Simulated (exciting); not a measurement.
The system is CdS (Hawleyite).

```
Cd S
1.0
     0.00000    2.91650    2.91650
     2.91650    0.00000    2.91650
     2.91650    2.91650    0.00000
Cd S
1 1
Direct
  0.00000 0.00000 0.00000
  0.75000 0.75000 0.75000
```

Base run:

| Item | Value |
| --- | --- |
| Program | exciting (release sodium) |
| Functional | PBE |
| Potentials or basis | all-electron LAPW+lo, shipped species files, valence relativity iora* |
| rgkmax | 7.5 |
| k mesh | 6 × 6 × 6 |
| Occupations | fermi-dirac, width 0.05 eV |
| Spin | spin-orbit coupling, no magnetisation |

Its results: band gap on the k mesh 1.12 eV, direct.

Question: The run is repeated on the same cell with these changes: functional from PBE to LDA. What comes out?

Answer: Band gap on the k mesh 0.84 eV, direct.

Caveats: the tetrahedron DOS on this energy grid can lose part of the weight of narrow d or f bands (some runs).

Not every run made on this cell is shown here.
